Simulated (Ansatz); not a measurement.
## (BeO)2(BN)2 [0001] superlattice, started as wurtzite: phonons and vibrational spectra

Aim: the phonons of (BeO)2(BN)2 [0001] superlattice, started as wurtzite at a cell relaxed beforehand at this level.

Program: Ansatz 0.2.0. Level of theory: DFT LDA, scalar-relativistic, plane waves, PAW. Results are calculated unless marked as measured.

The structure was built from a prototype and need not be the compound's stable phase.

### Step 1. Starting point

Symmetry: P3m1, No. 156, trigonal system. The conventional cell has a = 2.634 Å, b = 2.634 Å, c = 9.021 Å, α = 90.00°, β = 90.00°, γ = 120.00°. B has 1 N at 1.48 Å and 3 O at 1.61 Å nearest. Nearest to B lie 4 N at 1.46 to 1.64 Å. Nearest to Be lie 3 N at 1.57 Å and 1 O at 1.82 Å. Be has 3 O at 1.53 Å nearest. Nearest to N lie 4 B at 1.48 to 1.64 Å. Nearest to N lie 1 B at 1.46 Å and 3 Be at 1.57 Å. Farther neighbours and most contacts between anions are not listed.

Coordinates:

```cif
data_structure
_symmetry_space_group_name_H-M 'P3m1'
_symmetry_Int_Tables_number 156
_cell_length_a 2.6338
_cell_length_b 2.6338
_cell_length_c 9.0210
_cell_angle_alpha 90.000
_cell_angle_beta 90.000
_cell_angle_gamma 120.000
_cell_volume 54.20
loop_
_atom_site_label
_atom_site_type_symbol
_atom_site_symmetry_multiplicity
_atom_site_Wyckoff_symbol
_atom_site_fract_x
_atom_site_fract_y
_atom_site_fract_z
_atom_site_occupancy
B1 B 1 b 0.33333 0.66667 0.54024 1
B2 B 1 c 0.66667 0.33333 0.77179 1
Be1 Be 1 b 0.33333 0.66667 0.97702 1
Be2 Be 1 c 0.66667 0.33333 0.16249 1
N1 N 1 b 0.33333 0.66667 0.70389 1
N2 N 1 c 0.66667 0.33333 0.93360 1
O1 O 1 b 0.33333 0.66667 0.17872 1
O2 O 1 c 0.66667 0.33333 0.48225 1
```

### Step 2. Modes at Γ

The cell comes from relaxations at this level that are not shown. The zone centre is the only wavevector solved here; it holds the modes that light can see, as far as symmetry allows. The response to a homogeneous field gives the Born charges and the dielectric tensor, and its change with displacement the Raman tensors.

Input file input.yaml:

```yaml
crystal:
  lattice:
    - [2.633842609, 0.0, 0.0]
    - [-1.3169213045, 2.2809746089, 0.0]
    - [0.0, 0.0, 9.0210024668]
  atoms:
    - { symbol: B, position: [0.3333333333, 0.6666666667, 0.5402446726] }
    - { symbol: B, position: [0.6666666667, 0.3333333333, 0.7717850642] }
    - { symbol: Be, position: [0.3333333333, 0.6666666667, -0.0229798117] }
    - { symbol: Be, position: [0.6666666667, 0.3333333333, 0.1624873099] }
    - { symbol: "N", position: [0.3333333333, 0.6666666667, 0.7038912387] }
    - { symbol: "N", position: [0.6666666667, 0.3333333333, 0.9336030485] }
    - { symbol: O, position: [0.3333333333, 0.6666666667, 0.1787221539] }
    - { symbol: O, position: [0.6666666667, 0.3333333333, 0.482246324] }
kpoints:
  mp_grid: { grid: [12, 12, 4] }
hamiltonian:
  xc: lda
scf:
  occupations: { method: fixed }
output:
  eigenvalues: true
phonons:
  method: dfpt
  dielectric: true
  rigid_motions: translations
  raman: true
```

Run with:

```console
$ ansatz run input.yaml --threads 8 --pin off --max-ram 14336MiB --backend cpu --events-out ev --progress --plain --runs-dir out
```

Planned after this: isotope substitution, element B, natural mass 10.81 amu; another isotope, element N, natural mass 14.007 amu; isotope substitution, element O, natural mass 15.999 amu. Settings of the main run: cutoff 420 eV, 12×12×4 k-mesh, fixed occupations.

What does the calculation give for the highest optical mode at the zone centre, top of the zone-centre spectrum with the field and lowest optical zone-centre mode?

With one main axis (trigonal system), two principal values must be equal and the third, along that axis, is free. The structure is stable against zone-centre distortions, since no mode there is imaginary; other wavevectors were not solved, so zone-boundary instabilities are untested. Without the field, the optical modes at Γ span 180 to 1288 cm⁻¹.

| Property | Result |
| --- | --- |
| volume per atom | 6.77 Å³ |
| gap on the k-mesh | 2.43 eV |
| highest optical mode at the zone centre (no LO-TO term) | 1288 cm⁻¹ |
| top of the zone-centre spectrum with the field | 1358 cm⁻¹ |
| lowest optical zone-centre mode | 180 cm⁻¹ |
| mean high-frequency dielectric constant | 3.71 |
| mean static dielectric constant | 8.47 |
| largest Born charge (third of the trace) | 2.33 e |
| imaginary modes at Γ (the only wavevector solved) | none |

No dispersion was computed. The highest mode in this list at Γ, 1287.9 cm⁻¹, has its largest share on B (68 % of the kinetic energy). With the macroscopic field of the longitudinal modes the top of the zone-centre spectrum lies at 1358 cm⁻¹, against 1288 cm⁻¹ without it. Lattice motion raises the mean dielectric constant from 3.714 to 8.472. The strongest infrared line is at 725 cm⁻¹. Averaged over orientations, the strongest Raman line at 532 nm and 300 K is at 202 cm⁻¹, among the modes without the field; their longitudinal partners can be Raman active too. The starting cell was built on a prototype and not taken from a measurement, so the phase need not exist. These are harmonic frequencies at zero temperature: anharmonic shifts, linewidths and thermal expansion are left out.

[Logs are printed without paths, hosts, clocks, repeated set-up lines and the standing remarks that a program may print on its own settings, such as how far it seeks lower states.]

[Hosts, paths, dates, database ids (printed as entryN), source tags and the programs' standing remarks are cut or masked in the printed files.]
